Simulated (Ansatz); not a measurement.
## Meshes and cutoff for the phonons of GaAs (F-43m)

How do the frequencies of GaAs (F-43m) move with q mesh, k mesh and cutoff?

Method: DFT PBE, scalar-relativistic, plane waves, PAW, in Ansatz 0.2.0.

## 1. The starting structure

The structure is cubic, space group F-43m (No. 216). The conventional cell has a = 5.745 Å, b = 5.745 Å, c = 5.745 Å, α = 90.00°, β = 90.00°, γ = 90.00°. Nearest to Ga lie 4 As at 2.49 Å. Nearest to As lie 4 Ga at 2.49 Å. Farther neighbours are not listed.

Coordinates:

```cif
data_structure
_symmetry_space_group_name_H-M 'P 1'
_symmetry_Int_Tables_number 1
_cell_length_a 4.0626
_cell_length_b 4.0626
_cell_length_c 4.0626
_cell_angle_alpha 60.000
_cell_angle_beta 60.000
_cell_angle_gamma 60.000
_cell_volume 47.41
loop_
_atom_site_label
_atom_site_type_symbol
_atom_site_fract_x
_atom_site_fract_y
_atom_site_fract_z
_atom_site_occupancy
Ga1 Ga 0.00000 0.00000 0.00000 1
As2 As 0.25000 0.25000 0.25000 1
```

## 2. Relaxing to small forces for the phonons

Phonons need a cell at rest on their own settings, so the relaxation is repeated with tight tolerances on forces and stress on the k mesh and occupations of the first response run.

Input file input.yaml:

```yaml
crystal:
  lattice:
    - [0.0, 2.8726922801, 2.8726922801]
    - [2.8726922801, 0.0, 2.8726922801]
    - [2.8726922801, 2.8726922801, 0.0]
  atoms:
    - { symbol: Ga, position: [0.0, 0.0, 0.0] }
    - { symbol: As, position: [0.25, 0.25, 0.25] }
kpoints:
  mp_grid: { grid: [12, 12, 12] }
hamiltonian:
  xc: pbe
scf:
  occupations: { method: gaussian, width: 0.02 }
output:
  forces: true
  stress: true
  eigenvalues: true
relax:
  adjacent_minimum: "off"
  f_tol: 0.001
  max_steps: 60
  cell: { stress_tol: 0.01 }
```

Command:

```bash
> ansatz run input.yaml --threads 4 --pin off --max-ram 7168MiB --backend cpu --events-out ev --progress --plain --runs-dir out
```

Numbers of over 12 decimals in the logs are rounded to 6 here.

The program printed:

```text
Engine: ansatz 0.2.0, aarch64-unknown-linux-gnu
Pseudopotentials: kind: paw
Pseudopotential: Ga, paw, valence charge 13, recommended cutoff 420 eV (normal), Ga.paw.azcp
Pseudopotential: As, paw, valence charge 15, recommended cutoff 420 eV (normal), As.paw.azcp
Functional definition: PBE
  parameter kappa = 0.804
  parameter beta = 0.066725
  exchange = pbe_x(kappa = kappa, mu = beta*pi^2/3)
[...]
--- Relaxed structure (1 steps of the walk, 1 accepted, 1 SCFs on fresh bases) ---
  F+E_penalty+E_count = -8639.86063784 eV   max|allowed force component| = 1.110e-16 eV/Å   (the final SCF, on the basis selected at the relaxed cell)
  cell:  # Å, volume = 47.4130 Å³
    - [0.0, 2.8726922801, 2.8726922801]
    - [2.8726922801, 0.0, 2.8726922801]
    - [2.8726922801, 2.8726922801, 0.0]
  atoms:
    - { symbol: Ga, position: [0.0, 0.0, 0.0] }
    - { symbol: As, position: [0.25, 0.25, 0.25] }
[key lines of the parts left out:]
SCF converged after 6 iterations
Free energy (F): -8639.860638 eV
Fermi energy:    7.623328 eV
P = ⅓ Tr σ = 0.0023 GPa (0.023 kbar)
```

It took 3.7 s on 4 threads of Arm Neoverse V1, shared host; peak memory 0.42 GiB.

Little changed from the start: no atom moved by 0.005 Å and no cell edge by 0.1 %.

Numbers from this step:

- pressure: 0.002283 GPa
- gap on the k-mesh: 0.1607 eV
- volume per atom: 23.71 Å³
- direct gap on mesh: 0.1607 eV

The forces vanish by symmetry and the pressure is 0.002 GPa, within the tolerances set. The cell now holds 23.71 Å³/atom.

## 3. The dispersion

Stability and thermal properties need the whole zone. Linear response on a 4×4×4 q mesh gives force constants as far as a supercell of that size would.

input.yaml, the sections that differ from step 2:

```yaml
output:
  eigenvalues: true
phonons:
  method: dfpt
  qmesh: [4, 4, 4]
  temperatures: { t_max: 1000, t_step: 50 }
  qpath:
    path:
      - [[0.0, 0.0, 0.0], [-0.5, -0.5, 0.0], [-0.375, -0.375, 0.25]]
      - [[-0.375, 0.0, 0.375], [0.0, 0.0, 0.0], [0.0, 0.0, 0.5], [-0.5, -0.25, 0.25], [-0.5, -0.5, 0.0]]
    npoints: 10
# crystal, kpoints, hamiltonian, scf: as in step 2
# relax: removed
```

The program printed:

```text
Warning: phonons: the dynamical matrix that this run interpolates holds no multipole term above the dipole-dipole one, and a site of this crystal is no centre of inversion, so its interpolated transverse optical and acoustic branches and sound speeds can stay off near Gamma, and the density of states and the thermodynamics with them. What a run solves at a wave vector of phonons.qpoints, Gamma apart, where the deck admits one, is free of this, and under fd what a larger phonons.supercell samples
[...]
Crystal: 2 atoms, lattice volume = 47.413 Å³
Basis set: ecut = 420 eV, 941 PW (Γ), exchange–correlation on 60×60×60 points (8 copies of the dense FFT grid, shifted against one another)
Bands: 18, of which v1, the nominal top of the filled ones, is band 14 counted from 1 (13 counted from 0)
Symmetry: 24 space group operations
k-points: 72 of 1728 (time reversal used)
[...]
SCF iter   1: F=—  HF=-8639.861625 eV  |F-HF|=—  |Δ(HF+E_count)|=         —  Δρ=1.94e-3  dr2=3.12e-3  ethr=1.77e-3  ⟨swp⟩=6.0  Hψ=6006  notcnv=0
[...]
SCF iter   8: F=-8639.860638 eV  HF=-8639.860638 eV  |F-HF|=0.00e0  |Δ(HF+E_count)|=  8.20e-10  Δρ=7.90e-8  dr2=1.62e-12  ethr=1.00e-12  ⟨swp⟩=4.0  Hψ=6147  notcnv=0
SCF 1 converged in 8 iterations: F = -8639.860638 eV  dr2 = 1.62e-12
[...]
SCF iter   5: F=-8639.860638 eV  HF=-8639.860638 eV  |F-HF|=7.28e-12  |Δ(HF+E_count)|=  7.28e-12  Δρ=1.09e-7  dr2=2.71e-12  ethr=1.00e-12  ⟨swp⟩=3.0  Hψ=3230  notcnv=0
SCF 2 converged in 5 iterations: F = -8639.860638 eV  dr2 = 2.71e-12
k-points: 280 of 1728 (irreducible under 4 space group operations, time reversal used)
[...]
SCF iter   3: F=-8639.860638 eV  HF=-8639.860638 eV  |F-HF|=6.00e-11  |Δ(HF+E_count)|=  1.13e-10  Δρ=4.21e-7  dr2=4.12e-11  ethr=1.00e-12  ⟨swp⟩=3.4  Hψ=18729  notcnv=0
SCF 3 converged in 3 iterations: F = -8639.860638 eV  dr2 = 4.12e-11
NSCF: frozen V_eff on 13 k-points
DFPT response loops at Γ: preconditioner auto → none (the input reference at scf.mixing.eps_inf says where Resta's filter doesn't serve); β = 0.50; Broyden in place of MSR1
── the response to a field inside a basis, on 14×14×14 k-points: an SCF that follows is theirs, and a resumed run solves both again ──
Bands: 15, of which v1, the nominal top of the filled ones, is band 14 counted from 1 (13 counted from 0)
k-points: 280
[...]
Eigensolver: Dense (280 Hₖ)
SCF iter   1: F=—  HF=-8639.859175 eV  |F-HF|=—  |Δ(HF+E_count)|=         —  Δρ=1.67e-4  dr2=6.29e-6  ethr=1.00e-1
[...]
SCF iter   4: F=-8639.859173 eV  HF=-8639.859173 eV  |F-HF|=2.17e-8  |Δ(HF+E_count)|=   3.48e-7  Δρ=7.20e-6  dr2=2.06e-8  ethr=6.33e-10
SCF 1 converged in 4 iterations: F = -8639.859173 eV  dr2 = 2.06e-8
[...]
DFPT response loops at q = (0, 0, 0.25) (fractional): preconditioner auto → Resta (q_TF=auto, 2.499 Å⁻¹)  ε∞=19.3 (no band partly filled); β = 1.00, the filter's whole step (`scf.mixing.beta` (0.50) is not read by the response loops at its default; to damp them type it under 1.00, their step now; it binds the ground state too); Broyden in place of MSR1
[...]
SCF converged after 8 iterations
Free energy (F): -8639.860638 eV
[...]
Internal energy: -8639.860638 eV  (E = F + TS)
E sigma→0 (E₀):  -8639.860638 eV
Fermi energy:    7.623329 eV
[...]
--- Band table (eV; the first three rows and the last of 72) ---
  k-point 0: bands = [... 10 lower, -4.8500, 7.5416, 7.5416, 7.5416, 7.7024, 11.2677, 11.2677, 11.2677]
  k-point 1: bands = [... 10 lower, -4.7738, 6.2606, 7.4371, 7.4371, 8.6518, 11.3930, 11.4256, 11.4256]
  k-point 2: bands = [... 10 lower, -4.5521, 4.8413, 7.1891, 7.1891, 8.9802, 11.7833, 11.7833, 12.0815]
  k-point 71: bands = [... 10 lower, -2.5098, 1.1182, 4.2328, 4.4243, 11.9389, 12.2398, 12.8030, 13.5694]
--- Phonons (Γ-DFPT): 2 representative perturbations + reference (Σ response iterations 6) ---
  ASR residual: 6.841e-6 → 0.000e0 eV/Å²; symmetrization residual: 1.325e-5 eV/Å²
  ASR residual per site (eV/Å²): 5.70e-6 6.84e-6
  Γ frequencies (cm⁻¹): 0.00 0.00 0.00 251.87 251.87 251.87
  Unit cell's response to a homogeneous field: 3 representative field directions (Σ response iterations 15)
  ε∞ (high-frequency dielectric tensor):
       15.878797     0.000000    -0.000000
        0.000000    15.878797     0.000000
       -0.000000     0.000000    15.878797
  ε⁰ (static dielectric tensor): not given — the deck does not say what the cell's rigid motions are, and on a molecule in a box or a wire the rigid rotations would enter the sum over the modes at Γ. For a crystal or a slab, whose only rigid motions are the translations, set phonons.rigid_motions: translations.
  Born effective charges Z* (e; rows j = field, columns β = displacement):
    site 0:
         2.21397   -0.00000    0.00000
         0.00000    2.21397   -0.00000
        -0.00000    0.00000    2.21397
    site 1:
        -2.21397    0.00000   -0.00000
        -0.00000   -2.21397    0.00000
         0.00000   -0.00000   -2.21397
  Z* charge neutrality: 3.986e-4 e pre-enforcement
  solved inside a basis spanned on the 12×12×12 k-mesh, on 14×14×14 k-points transformed towards the longest dipole: ε∞ is read to err by 4.5e-2, Z* by 1.6e-2 e; Z* is corrected for what the basis lacks
  optical modes at Γ without the LO–TO term, one row a degenerate level:
      ω (cm⁻¹)  modes    IR ((D/Å)²/amu)
        251.87      3             9.3939
  optical modes at Γ + LO–TO along q̂ = [1.0000, 0.0000, 0.0000]:
      ω (cm⁻¹)  modes    IR ((D/Å)²/amu)
        251.87      2             6.2626
        268.90      1             3.1313
  optical modes at Γ + LO–TO along q̂ = [0.0000, 1.0000, 0.0000]:
      ω (cm⁻¹)  modes    IR ((D/Å)²/amu)
        251.87      2             6.2626
        268.90      1             3.1313
  optical modes at Γ + LO–TO along q̂ = [0.0000, 0.0000, 1.0000]:
      ω (cm⁻¹)  modes    IR ((D/Å)²/amu)
        251.87      2             6.2626
        268.90      1             3.1313
--- Phonons (arbitrary-q DFPT): 8 irreducible q on the 4×4×4 mesh ---
  q = [0.0000, 0.0000, 0.0000] (star 1, of the zone-centre solve; hermiticity 3.15e-6, symmetrization 1.15e-12): -0.00 0.00 0.00 251.87 251.87 251.87
  q = [0.0000, 0.0000, 0.2500] (star 8, 2 solved perturbations on 936 of 1728 k-point pairs; hermiticity 1.71e-6, symmetrization 1.13e-12): 49.47 49.47 121.27 245.18 245.18 256.99
[...]
q = [0.0000, 0.2500, 0.2500] (star 6, 4 solved perturbations in 1608 linear systems a pass and spin channel, the states on 510 of 1728 k-point pairs; hermiticity 3.24e-6, symmetrization 9.82e-13): 66.02 66.02 123.39 237.60 237.60 261.12
[...]
sum rule: each row above includes the acoustic sum rule's correction from the zone centre's row sums; it moved no ω² by more than (0.16 cm⁻¹)²
  mesh force constants: q→R imaginary residual 1.79e-18; ASR residual 6.841e-6 → 0.000e0 eV/Å²; symmetrization residual 5.329e-15 eV/Å²
  interpolated dispersion: 63 rows × 6 modes
  density of states and harmonic sums: on the 20×20×20 q-mesh, interpolated from the force constants of a 4×4×4 supercell (with the dipole–dipole term)
  largest difference from the sums on the solved wave vectors: F 1.15e-2 eV, S 1.55e-5 and C_V 4.01e-6 eV/K
  zero-point energy: 0.063342 eV/cell   skipped modes (ω ≤ 0): 3   left out of the sums: 6.25e-5 of the cell's modes: C_V's classical limit lies that fraction below 3 k_B per atom; for a crystal, a wire or a layer, F and S can be off by more, and a phonons.interpolated_qmesh denser along its periods is the remedy for the sampling
```

Wall time 6.5 min (4 threads); peak memory 3.4 GiB; 25 min of CPU time.

Numbers from this step:

- sum-rule residual before enforcement: 6.84e-6 eV/Å²
- lowest frequency on the path: 0 cm⁻¹
- point group: -43m
- highest frequency on the path or at a solved wavevector: 268.9 cm⁻¹
- mean frequency: 170.3 cm⁻¹
- Debye temperature (second moment): 345 K
- logarithmic mean frequency: 149.9 cm⁻¹
- highest optical mode at the zone centre (no LO-TO term): 251.9 cm⁻¹
- lowest optical zone-centre mode: 251.9 cm⁻¹
- lowest mode on the q mesh (acoustic modes at Γ apart): 49.47 cm⁻¹
- zero-point energy per atom: 31.67 meV
- heat capacity at 300 K: 23.38 J/(mol atoms K)
- vibrational entropy at 300 K: 33.97 J/(mol atoms K)

Frequencies (cm⁻¹) solved at each irreducible wavevector; negative means imaginary. Frequencies by wavevector, by row:

```
q in reciprocal lattice units  star  mode 1  mode 2  mode 3  mode 4  mode 5  mode 6
                        0 0 0     1       0       0       0   251.9   251.9   251.9
                     0 0 0.25     8    49.5    49.5   121.3   245.2   245.2     257
                     0 0 -0.5     4    59.7    59.7   197.3   219.6   243.2   243.2
                  0 0.25 0.25     6      66      66   123.4   237.6   237.6   261.1
                  0 0.25 -0.5    24    73.1    96.5     168   218.5   235.9   247.6
                 0 0.25 -0.25    12      70      96   150.2   219.6   238.1   252.5
                  0 -0.5 -0.5     3    74.7    74.7   207.3   223.6   234.2   234.2
              0.25 -0.5 -0.25     6    91.8   104.1   184.3   191.8   234.8   246.7
```

Interpolated from a 4×4×4 q mesh, with the LO-TO term (at Γ the limit along the path; where Γ stands inside the path, tables give the limit on arrival). Phonon branches along the path, in cm⁻¹:

```
    point  branch 1  branch 2  branch 3  branch 4  branch 5  branch 6
        Γ         0         0         0       252       252       269
  halfway        66        66       123       238       238       261
        X        75        75       207       224       234       234
  halfway        77        84       200       215       234       240
        U        79        96       188       202       234       248
jump to K        79        96       188       202       234       248
  halfway        57        84       125       239       242       253
        Γ         0         0         0       252       252       269
  halfway        50        50       121       245       245       257
        L        60        60       197       220       243       243
  halfway        76        92       176       208       238       248
        W        92       104       184       192       235       247
  halfway        83        88       195       208       235       242
        X        75        75       207       224       234       234
```

The phonon branches as a text plot (rows in cm⁻¹):

```
    263 |*******                  **********
    252 |***    **        ********************      *******
    241 |   ****  **  ****  ******          *************  *****
    230 |       ************   *               **        ***** **
    218 |            ***     **                  ****         ***
    207 |            ** *** *                        ***     * **
    196 |           *  **  *                     ***    *******
    185 |         **     **                     *   **   ****
    174 |                  *                   *      ***
    162 |        *          *                 *
    151 |                    **
    140 |       *              *             *
    129 |      *                *
    118 |                                   *
    106 |    **                  *                       ***
     95 |                *******           *          ********
     84 |              *****    * **                 * **   ***
     73 |   *   *********   ***  *        *        ****        **
     62 |    ***               **   *         *******
     50 |  **                    ***     *  **
     39 |                         ***      *
     28 | **                        **  ***
     17 | *                          *  *
      6 |*                            **
         Γ           X  U|K            Γ         L        W     X
```

Symmetry leaves 8 wavevectors to solve. The lowest mode among them, the acoustic zeros apart, lies at q = (0, 0, 0.25) and is real, 49.5 cm⁻¹.

(Part 1 of 4 ends here.)

[Logs are printed without paths, hosts, clocks, repeated set-up lines and the standing remarks that a program may print on its own settings, such as how far it seeks lower states.]

[Hosts, paths, dates, database ids (printed as entryN), source tags and the programs' standing remarks are cut or masked in the printed files.]
